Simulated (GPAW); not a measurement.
# BaTiO3 (P4mm) in GPAW: a series of runs, part 2 of 2

GPAW 26.7.0. The steps go on from the part before.

## (3) Single point, LDA+U (volume scaled by 0.92)

File run.py:

```python
from ase.dft.bandgap import bandgap
from ase.io import read, write
from ase.units import GPa
from gpaw import GPAW, PW

atoms = read('BaTiO3.cif')

calc = GPAW(mode=PW(600),
            xc='LDA',
            kpts={'size': (6, 6, 6), 'gamma': True},
            occupations={'name': 'fermi-dirac', 'width': 0.05},
            setups={'Ti': ':d,1.0'},
            nbands=36,
            convergence={'density': 1e-05, 'energy': 1e-05},
            maxiter=80,
            txt='gpaw.txt')
atoms.calc = calc
energy = atoms.get_potential_energy()
forces = atoms.get_forces()
stress = atoms.get_stress()
calc.write('gs.gpw')
write('result.traj', atoms)
print(f'Energy: {energy:.6f} eV')
print('Forces (eV/A):')
print(forces.round(4))
print('Stress (GPa):', (stress / GPa).round(3))
print('Fermi level:', round(calc.get_fermi_level(), 4), 'eV')
print(f'Gap: {bandgap(calc)[0]:.4f} eV, direct: {bandgap(calc, direct=True)[0]:.4f} eV')
```

File BaTiO3.cif:

```cif
data_BaTiO3
_cell_length_a 3.89016079
_cell_length_b 3.89016079
_cell_length_c 3.90786190
_cell_angle_alpha 90.00000000
_cell_angle_beta 90.00000000
_cell_angle_gamma 90.00000000
_space_group_name_H-M_alt 'P4mm'
_space_group_name_Hall 'P 4 -2'
_space_group_IT_number 99
loop_
_space_group_symop_operation_xyz
'x,y,z'
'-y,x,z'
'-x,-y,z'
'y,-x,z'
'-x,y,z'
'y,x,z'
'x,-y,z'
'-y,-x,z'
loop_
_atom_site_label
_atom_site_type_symbol
_atom_site_symmetry_multiplicity
_atom_site_Wyckoff_symbol
_atom_site_fract_x
_atom_site_fract_y
_atom_site_fract_z
_atom_site_occupancy
Ba1 Ba 1 a 0.0000000000 0.0000000000 0.0000000000 1
Ti1 Ti 1 b 0.5000000000 0.5000000000 0.4900000000 1
O1 O 2 c 0.0000000000 0.5000000000 0.5170000000 1
O2 O 1 b 0.5000000000 0.5000000000 0.0190000000 1
```

Potentials or basis: the program's PAW data sets (release 1.2.1) made for this functional, pw.

Run with:

```sh
$ OMP_NUM_THREADS=1 python run.py
```

Run time: 52 s. Hardware: 1 thread of Arm Neoverse V2, shared host; peak memory 0.22 GiB.

It converged, with:

```yaml
Free_energy: -42.7583 eV
Pressure: 4.8 GPa
Largest_force: 0.367 eV/Å
Band_gap_on_the_k_mesh: 2.01 eV, indirect (least direct gap 2.23 eV)
```

Forces on the atoms (eV/Å):
```
Ba   0.000  0.000  0.109
Ti   0.000  0.000  0.367
O    0.000  0.000 -0.093
O    0.000  0.000 -0.093
O    0.000  0.000 -0.289
```

Stress tensor (GPa, compression positive):
```
4.38 0.00 0.00
0.00 4.38 0.00
0.00 0.00 5.68
```

Levels at points of the mesh, in eV from the valence-band top:
| k point | band 16 | band 17 | band 18 | band 19 | band 20 | band 21 | band 22 | band 23 | band 24 | band 25 |
| --- | --- | --- | --- | --- | --- | --- | --- | --- | --- | --- |
| (0.00, 0.00, 0.00) | -1.40 | -1.31 | -0.22 | -0.22 | -0.21 | 2.01 | 2.24 | 2.24 | 4.67 | 4.72 |
| (0.00, 0.00, 0.50) | -2.07 | -2.05 | -2.05 | -0.71 | -0.71 | 2.22 | 4.13 | 4.13 | 4.70 | 6.93 |
| (0.50, 0.00, 0.00) | -2.18 | -1.94 | -1.83 | -0.96 | -0.84 | 2.43 | 4.06 | 4.09 | 4.74 | 6.77 |
| (0.50, 0.00, 0.50) | -3.02 | -1.72 | -0.84 | -0.83 | -0.18 | 4.10 | 4.15 | 4.53 | 5.64 | 8.25 |
| (0.50, 0.50, 0.00) | -3.06 | -1.75 | -0.91 | -0.91 | -0.10 | 4.12 | 4.12 | 4.55 | 5.48 | 8.26 |
| (0.50, 0.50, 0.50) | -2.35 | -2.32 | -0.09 | -0.09 | 0.00 | 4.86 | 4.86 | 4.87 | 6.92 | 7.05 |

Caveat: the cutoff is short for stress and forces, so pressures can be off by a GPa or more; spin-orbit coupling is left out, which moves the levels of the heavy elements.

## (4) Molecular dynamics, PBE+D3(BJ)

File run.py:

```python
import numpy as np
import time
from ase import units
from ase.calculators.mixing import SumCalculator
from ase.io import read
from ase.md.nose_hoover_chain import NoseHooverChainNVT
from ase.md.velocitydistribution import MaxwellBoltzmannDistribution, Stationary
from dftd3.ase import DFTD3
from gpaw import GPAW, PW

atoms = read('BaTiO3.xyz')

calc = GPAW(mode=PW(560),
            xc='PBE',
            kpts={'size': (3, 3, 3), 'gamma': True},
            occupations={'name': 'fermi-dirac', 'width': 0.1},
            nbands=36,
            convergence={'density': 1e-05},
            maxiter=150,
            symmetry={'point_group': False},
            txt='gpaw.txt')
atoms.calc = SumCalculator([calc, DFTD3(method='pbe', damping='d3bj')])
rng = np.random.default_rng(310)
MaxwellBoltzmannDistribution(atoms, temperature_K=200, force_temp=True, rng=rng)
Stationary(atoms)
dyn = NoseHooverChainNVT(atoms, 2.0 * units.fs, temperature_K=200, tdamp=50 * units.fs,
      trajectory='md.traj', logfile='-')
start = time.time()
for _ in dyn.irun(30):
    if time.time() - start > 720:  # wall-time guard, s
        break
```

File BaTiO3.xyz:

```xyz
5
Lattice="3.9998000000 0.0000000000 0.0000000000 0.0000000000 3.9998000000 0.0000000000 0.0000000000 0.0000000000 4.0180000000" Properties=species:S:1:pos:R:3 pbc="T T T"
Ba     0.0000000000      0.0000000000      0.0000000000
Ti     1.9999000000      1.9999000000      1.9688200000
O      0.0000000000      1.9999000000      2.0773060000
O      1.9999000000      0.0000000000      2.0773060000
O      1.9999000000      1.9999000000      0.0763420000
```

Potentials or basis: GPAW PAW data sets (gpaw-data 1.2.1), pw.

Run with:

```sh
$ OMP_NUM_THREADS=1 python run.py
```

It took 8.6 min on 1 thread of Arm Neoverse V1, shared host; peak memory 0.18 GiB.

The path:
```
step  potential energy change (eV)  largest force (eV/Å)  temperature (K)
   1                        0.0000                0.4612              200
   2                        0.0062                0.4748              190
   3                        0.0129                0.4720              180
   4                        0.0196                0.4729              170
   5                        0.0259                0.4618              160
   6                        0.0316                0.4384              152
   7                        0.0366                0.4776              145
   8                        0.0407                0.5313              139
   9                        0.0439                0.5728              134
  10                        0.0464                0.6004              131
  11                        0.0484                0.6139              129
  12                        0.0501                0.6145              127
  13                        0.0519                0.6069              125
  14                        0.0545                0.6012              123
  15                        0.0582                0.6127              119
  16                        0.0633                0.6569              112
  17                        0.0699                0.7394              104
  18                        0.0774                0.8495               94
  19                        0.0848                1.0296               84
  20                        0.0906                1.2329               77
  21                        0.0931                1.3885               75
  22                        0.0913                1.4792               80
  23                        0.0849                1.4965               93
  24                        0.0746                1.4427              112
  25                        0.0621                1.3300              135
  26                        0.0496                1.1768              160
  27                        0.0387                1.0041              183
  28                        0.0307                0.8314              203
  29                        0.0259                0.6744              219
  30                        0.0241                0.6401              231
  31                        0.0246                0.7101              239
```

Caveat: the k mesh is coarse (spacing up to 0.52 Å⁻¹), so the values aren't converged; later steps reuse the first step's grids. The run has no spin-orbit coupling, so splittings on Ba are missing.

## (5) Overview

```csv
task,level,potentials or basis,U,cell,k mesh,cutoff (eV),smearing,maxiter,data set,supercell,supercell k mesh,temperature,mesh quality,gap on the mesh (eV),pressure (GPa),largest force (eV/Å)
single point,PBE+U,"JTH PAW 2.0, PBE, pw",Ti d U = 3 eV,as given,6 × 6 × 6,650,fermi-dirac 0.05 eV,80,"Ba jth, O jth, Ti jth",-,-,-,not flagged,2.29,5.5,0.30
single point,LDA+U,"the program's PAW data sets (release 1.2.1) made for this functional, pw",Ti d U = 1 eV,volume scaled by 0.92,6 × 6 × 6,600,fermi-dirac 0.05 eV,80,-,-,-,-,not flagged,2.01,4.8,0.37
molecular dynamics,PBE+D3(BJ),"GPAW PAW data sets (gpaw-data 1.2.1), pw",-,as given,3 × 3 × 3,560,fermi-dirac 0.1 eV,150,-,1 × 1 × 1,3 × 3 × 3,200 K,coarse,-,-,-
```

Alike in all rows: no spin polarisation.

Caveats: some runs use coarse meshes; the cutoff is short for stress and forces, so pressures can be off by a GPa or more (some runs); spin-orbit coupling is left out, which moves the levels of the heavy elements (some runs); this set's barium file shifts pressures by 1.5 GPa and gaps by 0.1 eV against other sets (some runs); the program truncates these outside data sets (some runs); later steps reuse the first step's grids (some runs).

Total energies depend on the potentials used, so only differences within one code and one set of settings carry meaning.
